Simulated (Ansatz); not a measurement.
# CdInS2: a line through a two-coordinate scan

One line of a two-coordinate grid on CdInS2 (P-3m1, No. 164; 4 atoms in the cell): c/a of the conventional cell is varied, at volume per atom = 20.92 Å³.

Method: DFT PBE, scalar-relativistic, plane waves, PAW, in Ansatz 0.2.0.

16 further runs of the same task are left out: 16 set aside as unsound or not needed.

### Step 1. The starting structure

Symmetry: P-3m1, No. 164, trigonal system. The conventional cell has a = 3.871 Å, b = 3.871 Å, c = 6.811 Å, α = 90.00°, β = 90.00°, γ = 120.00°. Cd (site symmetry -3m) is surrounded by 6 S at 2.78 Å. In (site symmetry -3m) is surrounded by 6 S at 2.84 Å. S (site symmetry 3m) is surrounded by 3 Cd at 2.78 Å and 3 In at 2.84 Å.

As a file:

```cif
data_structure
_symmetry_space_group_name_H-M 'P 1'
_symmetry_Int_Tables_number 1
_cell_length_a 3.8709
_cell_length_b 3.8709
_cell_length_c 6.8111
_cell_angle_alpha 90.000
_cell_angle_beta 90.000
_cell_angle_gamma 120.000
_cell_volume 88.38
loop_
_atom_site_label
_atom_site_type_symbol
_atom_site_fract_x
_atom_site_fract_y
_atom_site_fract_z
_atom_site_occupancy
Cd1 Cd 0.00000 0.00000 0.00000 1
In1 In 0.00000 0.00000 0.50000 1
S1 S 0.66667 0.33333 0.75786 1
S2 S 0.33333 0.66667 0.24214 1
```

It goes back to an entry of the Materials Project, which need not be the stable form.

It is the result of an earlier relaxation at this level (volume 22.10 Å³/atom; gap on the mesh: none (metal)).

### Step 2. The scan

The energy is mapped over volume and the cell's shape.

The axes are (1) volume per atom: 7 values from 18.56 to 25.63 Å³; (2) c/a of the conventional cell: 7 values from 1.467 to 2.111.

Nothing else is relaxed (fractional coordinates fixed). Energies count from the relaxed crystal. Points are written as (first, second).

### Step 3. The run at (20.92 Å³, 1.558)

Contents of input.yaml:

```yaml
crystal:
  lattice:
    - [3.9576797594, 0.0, 0.0]
    - [-1.9788398797, 3.4274512117, 0.0]
    - [0.0, 0.0, 6.168043905]
  atoms:
    - { symbol: Cd, position: [0.0, 0.0, 0.0] }
    - { symbol: In, position: [0.0, 0.0, 0.5] }
    - { symbol: S, position: [0.6666666667, 0.3333333333, 0.7578554487] }
    - { symbol: S, position: [0.3333333333, 0.6666666667, 0.2421445513] }
basis:
  ecutwfc: 420
kpoints:
  mp_grid: { grid: [15, 15, 8] }
hamiltonian:
  xc: pbe
scf:
  occupations: { method: gaussian, width: 0.15 }
output:
  forces: true
  stress: true
  eigenvalues: true
```

On the command line:

```
> ansatz run input.yaml --threads 2 --pin off --max-ram 4096MiB --backend cpu --events-out ev --progress --plain --runs-dir out
```

What it wrote, cut to the lines that bear on the results:

```text
Warning: RAYON_NUM_THREADS=2 ignored (pool sized by the plan → 2); use --threads N
[...]
Pseudopotentials: kind: paw
Pseudopotential: Cd, paw, valence charge 20, recommended cutoff 420 eV (normal), Cd.paw.azcp
Pseudopotential: In, paw, valence charge 13, recommended cutoff 420 eV (normal), In.paw.azcp
Pseudopotential: S, paw, valence charge 6, recommended cutoff 420 eV (normal), S.paw.azcp
Functional definition: PBE
[...]
Crystal: 4 atoms, lattice volume = 83.668 Å³
Basis set: ecut = 420 eV, 1677 PW (Γ), exchange–correlation on 54×54×90 points (8 copies of the dense FFT grid, shifted against one another)
Bands: 27, of which v1, the nominal top of the filled ones, is band 23 counted from 1 (22 counted from 0)
Symmetry: 12 space group operations
Space group: P-3m1 (ITA 164), of the structure as read, at distance tolerance 4.4e-5 Å
k-points: 192 of 1800
[...]
SCF iter   1: F=—  HF=-15657.704257 eV  |F-HF|=—  |Δ(HF+E_count)|=         —  Δρ=2.51e-3  dr2=7.19e-3  ethr=1.77e-3  ⟨swp⟩=5.2  Hψ=20452  notcnv=0
[...]
SCF iter   7: F=-15657.703242 eV  HF=-15657.703242 eV  |F-HF|=2.07e-10  |Δ(HF+E_count)|=   3.29e-8  Δρ=4.07e-6  dr2=7.04e-9  ethr=2.22e-10  ⟨swp⟩=5.1  Hψ=20737  notcnv=0
[...]
SCF converged after 7 iterations
Free energy (F): -15657.703242 eV
[...]
E sigma→0 (E₀):  -15657.694740 eV
Entropy (-TS):   -0.017004 eV (-4.251 meV/atom)
Fermi energy:    10.535458 eV
[...]
--- Forces (eV/Å), atoms counted from 1 ---
  atom   1  Cd     0.00000000     0.00000000     0.00000000
  atom   2  In    -0.00000000    -0.00000000     0.00000000
  atom   3  S      0.00000000    -0.00000000     0.10522145
  atom   4  S      0.00000000     0.00000000    -0.10522145
[...]
--- Stress (GPa, compression-positive) ---
        1.841750       0.000000       0.000000
        0.000000       1.841750      -0.000000
        0.000000      -0.000000      12.375674
  P = ⅓ Tr σ = 5.3531 GPa (53.531 kbar)
--- Band table (eV; the first three rows and the last of 192) ---
  k-point 0: bands = ["-92.5368", "-53.6541", "-53.5887", "-53.5887", "-4.4946", "-4.4320", "-4.4320", "-4.3619", "-4.3619", "-4.0075", "-2.7711", "1.0907", "1.2492", "1.2492", "1.5218", "1.5218", "3.8326", "7.7624", "7.7624", "8.2373", "8.4277", "8.4277", "8.5380", "11.3320", "14.5136", [...]
[...]
```

Run time: 13 s. Hardware: 2 threads of Intel Xeon at 2.70GHz, shared host; peak memory 0.63 GiB.

Energy on the map's scale: 77 meV/atom.

### Step 4. Point (20.92 Å³, 1.760)

input.yaml: that of step 3 with these lines changed.

```diff
@@ -2,5 +2,5 @@
   lattice:
-    - [3.9576797594, 0.0, 0.0]
-    - [-1.9788398797, 3.4274512117, 0.0]
-    - [0.0, 0.0, 6.168043905]
+    - [3.8007950178, 0.0, 0.0]
+    - [-1.9003975089, 3.29158504, 0.0]
+    - [0.0, 0.0, 6.6877473784]
   atoms:
@@ -22 +22,5 @@
   eigenvalues: true
+  write_density: true
+  write_potential: true
+  elf: true
+  volumetric_format: npy
```

On the command line:

```
> ansatz run input.yaml --threads 2 --pin off --max-ram 4096MiB --backend cpu --events-out ev --progress --plain --runs-dir out
```

What it wrote, cut to the lines that bear on the results:

```text
Warning: RAYON_NUM_THREADS=2 ignored (pool sized by the plan → 2); use --threads N
[...]
[... 5 set-up lines as earlier in the session ...]
[...]
Crystal: 4 atoms, lattice volume = 83.668 Å³
Basis set: ecut = 420 eV, 1631 PW (Γ), exchange–correlation on 54×54×90 points (8 copies of the dense FFT grid, shifted against one another)
Bands: 27, of which v1, the nominal top of the filled ones, is band 23 counted from 1 (22 counted from 0)
[... 2 set-up lines as earlier in the session ...]
k-points: 192 of 1800
[...]
SCF iter   1: F=—  HF=-15657.956813 eV  |F-HF|=—  |Δ(HF+E_count)|=         —  Δρ=1.89e-3  dr2=4.67e-3  ethr=1.77e-3  ⟨swp⟩=5.2  Hψ=20325  notcnv=0
[...]
SCF iter   7: F=-15657.956359 eV  HF=-15657.956359 eV  |F-HF|=5.57e-9  |Δ(HF+E_count)|=   4.08e-8  Δρ=5.49e-6  dr2=2.19e-8  ethr=2.22e-10  ⟨swp⟩=8.6  Hψ=32358  notcnv=0
[...]
SCF converged after 7 iterations
Free energy (F): -15657.956359 eV
[...]
E sigma→0 (E₀):  -15657.949321 eV
Entropy (-TS):   -0.014076 eV (-3.519 meV/atom)
Fermi energy:    10.378003 eV
[...]
--- Forces (eV/Å), atoms counted from 1 ---
  atom   1  Cd     0.00000000     0.00000000     0.00000000
  atom   2  In    -0.00000000     0.00000000     0.00000000
  atom   3  S      0.00000000    -0.00000000    -0.04689056
  atom   4  S      0.00000000     0.00000000     0.04689056
[...]
--- Stress (GPa, compression-positive) ---
        3.574774       0.000000      -0.000000
        0.000000       3.574774      -0.000000
        0.000000      -0.000000       4.396371
  P = ⅓ Tr σ = 3.8486 GPa (38.486 kbar)
--- Band table (eV; the first three rows and the last of 192) ---
[... band rows left out ...]
[...]
```

Run time: 15 s. Hardware: 2 threads of Intel Xeon at 2.70GHz, shared host; peak memory 0.61 GiB.

Density in a lattice plane of the grid's cell (edges 3.80 and 6.69 Å, at 0.000 of the third edge), which holds Cd and In.

Values in e/Å³, 12 rows by 6 columns:
```
 7.42  1.56  0.17  0.12  0.17  1.56
 0.37  0.21  0.20  0.26  0.20  0.21
 0.10  0.12  0.23  0.35  0.23  0.12
 0.33  0.21  0.18  0.23  0.18  0.21
 4.04  1.09  0.17  0.10  0.17  1.09
13.02  3.01  0.19  0.07  0.19  3.01
 4.04  1.09  0.17  0.10  0.17  1.09
 0.33  0.21  0.18  0.23  0.18  0.21
 0.10  0.12  0.23  0.35  0.23  0.12
 0.37  0.21  0.20  0.26  0.20  0.21
 7.42  1.56  0.17  0.12  0.17  1.56
26.58  5.30  0.19  0.07  0.19  5.30
```
Columns run along the first of these edges and rows up along the second, over one cell in 6 and 12 even steps from the bottom left corner. Atoms in the plane (fractional): Cd at (0.00, 0.00), In at (0.00, 0.50).

ELF in the same plane.

Values, 12 rows by 6 columns:
```
0.54 0.34 0.15 0.27 0.15 0.34
0.18 0.14 0.43 0.68 0.43 0.14
0.08 0.15 0.59 0.75 0.59 0.15
0.21 0.18 0.40 0.62 0.40 0.18
0.11 0.27 0.20 0.21 0.20 0.27
0.00 0.17 0.20 0.08 0.20 0.17
0.11 0.27 0.20 0.21 0.20 0.27
0.21 0.18 0.40 0.62 0.40 0.18
0.08 0.15 0.59 0.75 0.59 0.15
0.18 0.14 0.43 0.68 0.43 0.14
0.54 0.34 0.15 0.27 0.15 0.34
0.92 0.49 0.14 0.08 0.14 0.49
```
Columns run along the first of these edges and rows up along the second, over one cell in 6 and 12 even steps from the bottom left corner. Atoms in the plane (fractional): Cd at (0.00, 0.00), In at (0.00, 0.50).

Both are smooth fields of the valence electrons: close to the nuclei they are not physical.

The highest ELF values outside the cores: 0.87 in the shell around S, 0.8 Å from S.

Energy on the map's scale: 13 meV/atom.

### Step 5. Grid point (20.92 Å³, 1.870)

input.yaml: that of step 4 with these lines changed.

```diff
@@ -2,5 +2,5 @@
   lattice:
-    - [3.8007950178, 0.0, 0.0]
-    - [-1.9003975089, 3.29158504, 0.0]
-    - [0.0, 0.0, 6.6877473784]
+    - [3.7247176099, 0.0, 0.0]
+    - [-1.8623588049, 3.2257000721, 0.0]
+    - [0.0, 0.0, 6.9637320434]
   atoms:
@@ -22,5 +22 @@
   eigenvalues: true
-  write_density: true
-  write_potential: true
-  elf: true
-  volumetric_format: npy
```

On the command line:

```
> ansatz run input.yaml --threads 2 --pin off --max-ram 4096MiB --backend cpu --events-out ev --progress --plain --runs-dir out
```

What it wrote, cut to the lines that bear on the results:

```text
Warning: RAYON_NUM_THREADS=2 ignored (pool sized by the plan → 2); use --threads N
[...]
[... 5 set-up lines as earlier in the session ...]
[...]
Crystal: 4 atoms, lattice volume = 83.668 Å³
Basis set: ecut = 420 eV, 1655 PW (Γ), exchange–correlation on 50×50×96 points (8 copies of the dense FFT grid, shifted against one another)
Bands: 27, of which v1, the nominal top of the filled ones, is band 23 counted from 1 (22 counted from 0)
[... 2 set-up lines as earlier in the session ...]
k-points: 192 of 1800
[...]
SCF iter   1: F=—  HF=-15657.910760 eV  |F-HF|=—  |Δ(HF+E_count)|=         —  Δρ=1.67e-3  dr2=3.22e-3  ethr=1.77e-3  ⟨swp⟩=5.2  Hψ=20328  notcnv=0
[...]
SCF iter   7: F=-15657.910785 eV  HF=-15657.910785 eV  |F-HF|=9.45e-9  |Δ(HF+E_count)|=   4.41e-9  Δρ=4.55e-6  dr2=1.94e-8  ethr=2.22e-10  ⟨swp⟩=4.6  Hψ=17784  notcnv=0
[...]
SCF converged after 7 iterations
Free energy (F): -15657.910785 eV
[...]
E sigma→0 (E₀):  -15657.904205 eV
Entropy (-TS):   -0.013160 eV (-3.290 meV/atom)
Fermi energy:    10.262866 eV
[...]
--- Forces (eV/Å), atoms counted from 1 ---
  atom   1  Cd     0.00000000     0.00000000    -0.00000000
  atom   2  In    -0.00000000     0.00000000     0.00000000
  atom   3  S      0.00000000     0.00000000    -0.11677842
  atom   4  S     -0.00000000     0.00000000     0.11677842
[...]
--- Stress (GPa, compression-positive) ---
        4.964085       0.000000       0.000000
        0.000000       4.964085       0.000000
        0.000000       0.000000      -0.268695
  P = ⅓ Tr σ = 3.2198 GPa (32.198 kbar)
--- Band table (eV; the first three rows and the last of 192) ---
[... band rows left out ...]
[...]
```

Wall time 12 s (2 threads of Intel Xeon at 2.70GHz, shared host); peak memory 0.62 GiB.

That is 25 meV/atom from the zero.

### Step 6. Grid point (20.92 Å³, 1.986)

input.yaml: that of step 5 with these lines changed.

```diff
@@ -2,5 +2,5 @@
   lattice:
-    - [3.7247176099, 0.0, 0.0]
-    - [-1.8623588049, 3.2257000721, 0.0]
-    - [0.0, 0.0, 6.9637320434]
+    - [3.6501725563, 0.0, 0.0]
+    - [-1.8250862781, 3.161142162, 0.0]
+    - [0.0, 0.0, 7.2510677831]
   atoms:
```

On the command line:

```
> ansatz run input.yaml --threads 2 --pin off --max-ram 4096MiB --backend cpu --events-out ev --progress --plain --runs-dir out
```

What it wrote, cut to the lines that bear on the results:

```text
Warning: RAYON_NUM_THREADS=2 ignored (pool sized by the plan → 2); use --threads N
[...]
[... 5 set-up lines as earlier in the session ...]
[...]
Crystal: 4 atoms, lattice volume = 83.668 Å³
Basis set: ecut = 420 eV, 1597 PW (Γ), exchange–correlation on 50×50×100 points (8 copies of the dense FFT grid, shifted against one another)
Bands: 27, of which v1, the nominal top of the filled ones, is band 23 counted from 1 (22 counted from 0)
[... 2 set-up lines as earlier in the session ...]
k-points: 192 of 1800
[...]
SCF iter   1: F=—  HF=-15657.731995 eV  |F-HF|=—  |Δ(HF+E_count)|=         —  Δρ=1.72e-3  dr2=2.95e-3  ethr=1.77e-3  ⟨swp⟩=5.2  Hψ=20361  notcnv=0
[...]
SCF iter   6: F=-15657.732468 eV  HF=-15657.732468 eV  |F-HF|=5.02e-8  |Δ(HF+E_count)|=   5.28e-8  Δρ=5.93e-6  dr2=7.84e-8  ethr=2.22e-10  ⟨swp⟩=3.7  Hψ=21086  notcnv=0
[...]
SCF converged after 6 iterations
Free energy (F): -15657.732468 eV
[...]
E sigma→0 (E₀):  -15657.725945 eV
Entropy (-TS):   -0.013046 eV (-3.261 meV/atom)
Fermi energy:    10.128515 eV
[...]
--- Forces (eV/Å), atoms counted from 1 ---
  atom   1  Cd     0.00000000    -0.00000000     0.00000000
  atom   2  In     0.00000000    -0.00000000     0.00000000
  atom   3  S      0.00000000     0.00000000    -0.16638032
  atom   4  S     -0.00000000    -0.00000000     0.16638032
[...]
--- Stress (GPa, compression-positive) ---
        6.595954       0.000000      -0.000000
        0.000000       6.595954       0.000000
       -0.000000       0.000000      -5.104156
  P = ⅓ Tr σ = 2.6959 GPa (26.959 kbar)
--- Band table (eV; the first three rows and the last of 192) ---
[... band rows left out ...]
[...]
```

Wall time 10 s (2 threads of Intel Xeon at 2.70GHz, shared host); peak memory 0.62 GiB.

On the map this point reads 69 meV/atom.

### Step 7. Point (20.92 Å³, 2.111)

input.yaml: that of step 6 with these lines changed.

```diff
@@ -2,5 +2,5 @@
   lattice:
-    - [3.6501725563, 0.0, 0.0]
-    - [-1.8250862781, 3.161142162, 0.0]
-    - [0.0, 0.0, 7.2510677831]
+    - [3.5770682253, 0.0, 0.0]
+    - [-1.7885341126, 3.0978319542, 0.0]
+    - [0.0, 0.0, 7.5504756099]
   atoms:
```

On the command line:

```
> ansatz run input.yaml --threads 2 --pin off --max-ram 4096MiB --backend cpu --events-out ev --progress --plain --runs-dir out
```

What it wrote, cut to the lines that bear on the results:

```text
Warning: RAYON_NUM_THREADS=2 ignored (pool sized by the plan → 2); use --threads N
[...]
[... 5 set-up lines as earlier in the session ...]
[...]
Crystal: 4 atoms, lattice volume = 83.668 Å³
Basis set: ecut = 420 eV, 1603 PW (Γ), exchange–correlation on 48×48×108 points (8 copies of the dense FFT grid, shifted against one another)
Bands: 27, of which v1, the nominal top of the filled ones, is band 23 counted from 1 (22 counted from 0)
[... 2 set-up lines as earlier in the session ...]
k-points: 192 of 1800
[...]
SCF iter   1: F=—  HF=-15657.415678 eV  |F-HF|=—  |Δ(HF+E_count)|=         —  Δρ=2.10e-3  dr2=5.08e-3  ethr=1.77e-3  ⟨swp⟩=5.3  Hψ=20440  notcnv=0
[...]
SCF iter   7: F=-15657.415901 eV  HF=-15657.415901 eV  |F-HF|=2.65e-9  |Δ(HF+E_count)|=   3.83e-8  Δρ=4.06e-6  dr2=1.69e-8  ethr=2.22e-10  ⟨swp⟩=4.7  Hψ=18212  notcnv=0
[...]
SCF converged after 7 iterations
Free energy (F): -15657.415901 eV
[...]
E sigma→0 (E₀):  -15657.408708 eV
Entropy (-TS):   -0.014385 eV (-3.596 meV/atom)
Fermi energy:    9.969220 eV
[...]
--- Forces (eV/Å), atoms counted from 1 ---
  atom   1  Cd     0.00000000     0.00000000     0.00000000
  atom   2  In     0.00000000    -0.00000000     0.00000000
  atom   3  S     -0.00000000     0.00000000    -0.18647494
  atom   4  S      0.00000000     0.00000000     0.18647494
[...]
--- Stress (GPa, compression-positive) ---
        8.388273       0.000000       0.000000
        0.000000       8.388273       0.000000
        0.000000       0.000000      -9.850171
  P = ⅓ Tr σ = 2.3088 GPa (23.088 kbar)
--- Band table (eV; the first three rows and the last of 192) ---
[... band rows left out ...]
[...]
```

Wall time 15 s (2 threads of Intel Xeon at 2.70GHz, shared host); peak memory 0.62 GiB.

Energy on the map's scale: 149 meV/atom.

### Step 8. Results

```
c/a of the conventional cell  step  energy (meV/atom)  slope (meV/atom per unit)  pressure (GPa)  largest force on an atom (eV/Å)
                       1.467     –                142                       −824            6.22                            0.159
                       1.558     3                 77                       −588            5.35                            0.105
                       1.656     –                 32                       −323            4.55                            0.033
                       1.760     4                 13                        −41            3.85                            0.047
                       1.870     5                 25                        244            3.22                            0.117
                       1.986     6                 69                        513            2.70                            0.166
                       2.111     7                149                        752            2.31                            0.186
```

Energies count from the relaxed crystal. Rows without a step come from runs not printed here or follow by symmetry. Slopes come from the forces (and the stress, where the cell changes), not from differences of energies.

What this shows: Along the line the energy is lowest at 1.760, 13 meV/atom from the zero. A fit to energies and slopes at the lowest point and its two neighbours puts the minimum at 1.7745, with a curvature of about 2700 meV/atom per (unit)². The highest point computed, at 2.111, lies 135 meV/atom above the lowest. This is one cut through a surface in two coordinates; the map's lowest point lies off it. A rigid map gives upper bounds: relaxing the other coordinates can only lower a point. The final runs have no spin polarisation, so no magnetic state was tried and one may lie lower.
